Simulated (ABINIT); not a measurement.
Crystal: KBr.

```
CELL_PARAMETERS angstrom
0.00000 3.30000 3.30000
3.30000 0.00000 3.30000
3.30000 3.30000 0.00000
ATOMIC_POSITIONS crystal
Br 0.50000 0.50000 0.50000
K 0.00000 0.00000 0.00000
```

Base run:

* Program: ABINIT 10.8.3 (patched build)
* Functional: WC
* Potentials or basis: JTH PAW PBE v2.0
* Cutoff: 435 eV
* k mesh: 7 × 7 × 7
* Occupations: fermi-dirac, width 0.05 eV
* Spin: spin-orbit coupling, no magnetisation

Its results: band gap on the k mesh 4.19 eV, direct; pressure -0.2 GPa.

After a change of settings the same cell gave: band gap on the k mesh 4.07 eV, direct; pressure 0.8 GPa. Which change was it?
A. functional from WC to AM05; spin from spin-orbit coupling, no magnetisation to no spin polarisation
B. functional from WC to rPW86PBE; spin from spin-orbit coupling, no magnetisation to no spin polarisation
C. functional from WC to rPW86PBE
D. functional from WC to revPBE; spin from spin-orbit coupling, no magnetisation to no spin polarisation

C.

Caveats: the PAW data sets were made with another functional, which shifts forces and pressure a little.
